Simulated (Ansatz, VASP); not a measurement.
# Cross-check of LaP between VASP and Ansatz

Aim: how closely do two programs agree when they are given the same cell, functional and k mesh? The cell is taken from a series of runs on this material, whose earlier steps may have relaxed, scaled, displaced or heated it; both programs get it as it stands.

Calculated with Ansatz 0.2.0; plane waves, with VASP 6.6.1 beside it; single point at HSE06.

## (1) The starting structure

The cell holds 10 atoms: 5 La and 5 P. Cell: a = 4.260 Å, b = 4.260 Å, c = 46.900 Å, α = 90.0°, β = 90.0°, γ = 90.0°. It derives from LaP. Vacuum lies along c.

Structure file:

```cif
data_structure
_symmetry_space_group_name_H-M 'P 1'
_symmetry_Int_Tables_number 1
_cell_length_a 4.2603
_cell_length_b 4.2603
_cell_length_c 46.9000
_cell_angle_alpha 90.000
_cell_angle_beta 90.000
_cell_angle_gamma 90.000
_cell_volume 851.25
loop_
_atom_site_label
_atom_site_type_symbol
_atom_site_fract_x
_atom_site_fract_y
_atom_site_fract_z
_atom_site_occupancy
La1 La 0.00000 0.00000 0.37442 1
La2 La 0.50000 0.50000 0.43649 1
La3 La 0.00000 0.00000 0.50000 1
La4 La 0.50000 0.50000 0.56351 1
La5 La 0.00000 0.00000 0.62558 1
P6 P 0.50000 0.50000 0.37390 1
P7 P 0.00000 0.00000 0.43611 1
P8 P 0.50000 0.50000 0.50000 1
P9 P 0.00000 0.00000 0.56389 1
P10 P 0.50000 0.50000 0.62610 1
```

## (2) VASP: single point, HSE06

A single point gives forces, pressure and levels at one fixed geometry, so differences don't come from the geometry; what else differs is listed under the comparison.

Lines of VASP's logs that name or quote its potential files are left out, and so is its time.

The run reads the wave functions of an earlier VASP run, which isn't shown here.

File INCAR:

```
SYSTEM = LaP
PREC = Accurate
ENCUT = 400
EDIFF = 1E-06
NELM = 100
ISMEAR = -1
SIGMA = 0.03
LREAL = .FALSE.
ALGO = Normal
LHFCALC = .TRUE.
AEXX = 0.25
GGA = PE
HFSCREEN = 0.208
LASPH = .TRUE.
NBANDS = 50
PRECFOCK = Fast
LORBIT = 11
LWAVE = .FALSE.
LCHARG = .FALSE.
ISIF = 2
LDIPOL = .TRUE.
IDIPOL = 3
DIPOL = 0.5 0.5 0.5
LVHAR = .TRUE.
```

File POSCAR:

```
LaP
1.0
    4.2603183566      0.0000000000      0.0000000000
    0.0000000000      4.2603183566      0.0000000000
    0.0000000000      0.0000000000     46.9000000000
La P
5 5
Direct
    0.0000000000      0.0000000000      0.3744214482
    0.5000000000      0.5000000000      0.4364910610
    0.0000000000      0.0000000000      0.5000000000
    0.5000000000      0.5000000000      0.5635089390
    0.0000000000      0.0000000000      0.6255785518
    0.5000000000      0.5000000000      0.3739038865
    0.0000000000      0.0000000000      0.4361111241
    0.5000000000      0.5000000000      0.5000000000
    0.0000000000      0.0000000000      0.5638888759
    0.5000000000      0.5000000000      0.6260961135
```

File KPOINTS:

```
Automatic mesh
0
Gamma
2 2 1
0 0 0
```

PAW data sets: La and P (PBE family, release 64).

The run is started by

```console
> export OMP_NUM_THREADS=3
> mpirun -np 1 vasp_std
```

Numbers of over 12 decimals in the logs are rounded to 6 here.

What it wrote:

```text
[banner, memory and clock lines left out]
running    1 mpi-ranks, on    1 nodes
 distrk:  each k-point on    1 cores,    1 groups
 distr:  one band on    1 cores,    1 groups
 Offloading initialized ...    1 GPUs detected
 POSCAR found type information on POSCAR LaP
 POSCAR found :  2 types and      10 ions
 LDA part: xc-table for (Slater+PW92), standard interpolation
 found WAVECAR, reading the header
 POSCAR, INCAR and KPOINTS ok, starting setup
 FFT: planning ... GRIDC
 FFT: planning ... GRID_SOFT
 FFT: planning ... GRID
 reading WAVECAR
 the WAVECAR file was read successfully
 initial charge from wavefunction
 entering main loop
       N       E                     dE             d eps       ncg     rms          rms(c)
DAV:   1    -0.716890751681E+02   -0.71689E+02   -0.65896E+00   494   0.194E+01    0.373E+00
DAV:   2    -0.716819936475E+02    0.70815E-02   -0.27356E-01   472   0.335E+00    0.231E+00
DAV:   3    -0.716273872622E+02    0.54606E-01   -0.24627E-01   496   0.231E+00    0.164E+00
DAV:   4    -0.716352146843E+02   -0.78274E-02   -0.67257E-02   528   0.136E+00    0.110E+00
DAV:   5    -0.716351305739E+02    0.84110E-04   -0.73218E-03   584   0.433E-01    0.597E-01
DAV:   6    -0.716346123575E+02    0.51822E-03   -0.17874E-03   536   0.218E-01    0.321E-01
DAV:   7    -0.716345704576E+02    0.41900E-04   -0.45417E-04   528   0.111E-01    0.164E-01
DAV:   8    -0.716345378717E+02    0.32586E-04   -0.59250E-05   584   0.481E-02    0.888E-02
DAV:   9    -0.716345359671E+02    0.19046E-05   -0.30154E-05   528   0.260E-02    0.494E-02
DAV:  10    -0.716345525204E+02   -0.16553E-04   -0.14305E-05   440   0.184E-02    0.290E-02
DAV:  11    -0.716345763458E+02   -0.23825E-04   -0.50643E-06   336   0.151E-02    0.177E-02
DAV:  12    -0.716345986916E+02   -0.22346E-04   -0.45795E-06   320   0.145E-02    0.108E-02
DAV:  13    -0.716346213448E+02   -0.22653E-04   -0.30344E-06   264   0.139E-02    0.774E-03
DAV:  14    -0.716346421563E+02   -0.20812E-04   -0.37981E-06   296   0.140E-02    0.617E-03
[...]
DAV:  29    -0.716347874132E+02   -0.33547E-05   -0.48298E-07   240   0.686E-03    0.245E-03
DAV:  30    -0.716347899747E+02   -0.25615E-05   -0.74264E-07   256   0.591E-03    0.237E-03
DAV:  31    -0.716347925330E+02   -0.25583E-05   -0.36460E-07   240   0.588E-03    0.229E-03
DAV:  32    -0.716347944858E+02   -0.19529E-05   -0.40475E-07   240   0.517E-03    0.222E-03
DAV:  33    -0.716347960536E+02   -0.15677E-05   -0.34419E-07   232   0.566E-03    0.215E-03
DAV:  34    -0.716347976764E+02   -0.16229E-05   -0.37360E-07   232   0.491E-03    0.209E-03
DAV:  35    -0.716347987217E+02   -0.10453E-05   -0.34196E-07   232   0.539E-03    0.203E-03
DAV:  36    -0.716347997180E+02   -0.99629E-06   -0.32752E-07   232   0.460E-03
   1 F= -.71634800E+02 E0= -.71633308E+02  d E =-.298260E-02
```

OUTCAR, selected parts (step 2):

```text
ion  position               nearest neighbor table
   1  0.000  0.000  0.374-   7 2.89   6 3.01   6 3.01   6 3.01   6 3.01
   2  0.500  0.500  0.436-   6 2.94   8 2.98   7 3.01   7 3.01   7 3.01   7 3.01
   3  0.000  0.000  0.500-   7 3.00   9 3.00   8 3.01   8 3.01   8 3.01   8 3.01
   4  0.500  0.500  0.564-  10 2.94   8 2.98   9 3.01   9 3.01   9 3.01   9 3.01
   5  0.000  0.000  0.626-   9 2.89  10 3.01  10 3.01  10 3.01  10 3.01
   6  0.500  0.500  0.374-   2 2.94   1 3.01   1 3.01   1 3.01   1 3.01
   7  0.000  0.000  0.436-   1 2.89   3 3.00   2 3.01   2 3.01   2 3.01   2 3.01
   8  0.500  0.500  0.500-   2 2.98   4 2.98   3 3.01   3 3.01   3 3.01   3 3.01
   9  0.000  0.000  0.564-   5 2.89   3 3.00   4 3.01   4 3.01   4 3.01   4 3.01
  10  0.500  0.500  0.626-   4 2.94   5 3.01   5 3.01   5 3.01   5 3.01

  LATTYP: Found a simple tetragonal cell.
 ALAT       =     4.2603183566
 C/A-ratio  =    11.0085669836

 Subroutine GETGRP returns: Found 16 space group operations
 (whereof 16 operations were pure point group operations)

The static configuration has the point symmetry D_4h.

 Found      3 irreducible k-points:

   k-points           NKPTS =      3   k-points in BZ     NKDIM =      4   number of bands    NBANDS=     50

   dimension x,y,z NGX =    28 NGY =   28 NGZ =  320
   dimension x,y,z NGXF=    56 NGYF=   56 NGZF=  640

   ENCUT  =  400.0 eV  29.40 Ry    5.42 a.u.   6.95  6.95 76.48*2*pi/ulx,y,z

   NELECT =      80.0000    total number of electrons

 k-points in reciprocal lattice and weights: Automatic mesh
   0.00000000  0.00000000  0.00000000       0.250
   0.50000000  0.00000000  0.00000000       0.500
   0.50000000  0.50000000  0.00000000       0.250

  exchange ACFDT corr.  =         0.00000000  see jH, gK, PRB 81, 115126

 dipolmoment           0.000000      0.000000     -0.000002 electrons x Angstroem

 average (electrostatic) potential at core
       1-100.8625       2-100.3311       3-100.5040       4-100.3311       5-100.8625
       6 -83.2323       7 -83.4563       8 -83.3876       9 -83.4563      10 -83.2323

 E-fermi :  -0.4427

 k-point     1 :       0.0000    0.0000    0.0000
  band No.  band energies     occupation
    ...
     36      -0.9851      2.00000
     37      -0.7070      1.99970
     38      -0.7070      1.99970
     39      -0.5844      1.98241
     40      -0.5844      1.98241
     41      -0.3232      0.03661
     42      -0.0538      0.00000
     43       0.3939      0.00000
     44       1.0060      0.00000
     45       1.5135      0.00000
    ...

 k-point     2 :       0.5000    0.0000    0.0000
  band No.  band energies     occupation
    ...
     36      -2.4432      2.00000
     37      -2.4289      2.00000
     38      -2.1203      2.00000
     39      -1.9427      2.00000
     40      -1.7312      2.00000
     41       2.4430      0.00000
     42       2.6685      0.00000
     43       2.9151      0.00000
     44       3.0417      0.00000
     45       3.0552      0.00000
    ...

 k-point     3 :       0.5000    0.5000    0.0000
  band No.  band energies     occupation
    ...
     36      -1.4867      2.00000
     37      -1.2158      2.00000
     38      -1.0147      2.00000
     39      -1.0147      2.00000
     40      -0.6754      1.99915
     41      -0.0023      0.00000
     42      -0.0023      0.00000
     43       1.0737      0.00000
     44       1.0737      0.00000
     45       2.2717      0.00000
    ...

  Total        3.9220264      3.9220264      1.0202968      0.0000000     -0.0000000      0.0000000
  in kB        7.3818317      7.3818317      1.9203489      0.0000000     -0.0000000      0.0000000
  external PRESSURE =       5.5613374 kB  Pullay stress =       0.0000000 kB

  energy-cutoff  :      400.00
  volume of cell :      851.25
      direct lattice vectors                 reciprocal lattice vectors
     4.260318357  0.000000000  0.000000000     0.234724243  0.000000000  0.000000000
     0.000000000  4.260318357  0.000000000     0.000000000  0.234724243  0.000000000
     0.000000000  0.000000000 46.900000000     0.000000000  0.000000000  0.021321962

 POSITION                                       TOTAL-FORCE (eV/Angst)
 -----------------------------------------------------------------------------------
      0.00000      0.00000     17.56037        -0.000000      0.000000     -0.258408
      2.13016      2.13016     20.47143         0.000000      0.000000     -0.079071
      0.00000      0.00000     23.45000        -0.000000      0.000000      0.000000
      2.13016      2.13016     26.42857        -0.000000      0.000000      0.079071
      0.00000      0.00000     29.33963        -0.000000      0.000000      0.258408
      2.13016      2.13016     17.53609        -0.000000      0.000000      0.234730
      0.00000      0.00000     20.45361        -0.000000     -0.000000     -0.064207
      2.13016      2.13016     23.45000        -0.000000      0.000000      0.000000
      0.00000      0.00000     26.44639        -0.000000     -0.000000      0.064207
      2.13016      2.13016     29.36391         0.000000      0.000000     -0.234730
 -----------------------------------------------------------------------------------
    total drift:                                0.000024     -0.000035     -0.000049

  FREE ENERGIE OF THE ION-ELECTRON SYSTEM (eV)
  ---------------------------------------------------
  free  energy   TOTEN  =       -71.6347997180 eV

  energy  without entropy=      -71.6318171229  energy(sigma->0) =      -71.63330842

 vacuum level on the upper side and lower side of the slab         3.304         3.304

 total charge
# of ion       s       p       d       f       tot
--------------------------------------------------
    1        2.021   5.673   0.578   0.134   8.406
    2        2.023   5.692   0.602   0.122   8.441
    3        2.022   5.692   0.585   0.124   8.422
    4        2.023   5.692   0.602   0.122   8.441
    5        2.021   5.673   0.578   0.134   8.406
    6        1.022   1.551   0.000   0.000   2.573
    7        1.022   1.579   0.000   0.000   2.601
    8        1.022   1.576   0.000   0.000   2.597
    9        1.022   1.579   0.000   0.000   2.601
   10        1.022   1.551   0.000   0.000   2.573
--------------------------------------------------
tot         15.220  36.258   2.945   0.637  55.061
```

[end of part 1 of 2]

[Lines on the potential files, build, host, timing and source positions are cut from VASP's logs without a mark.]

[Logs are printed without paths, hosts, clocks, repeated set-up lines and the standing remarks that a program may print on its own settings, such as how far it seeks lower states.]

[Hosts, paths, dates, database ids (printed as entryN), source tags and the programs' standing remarks are cut or masked in the printed files.]
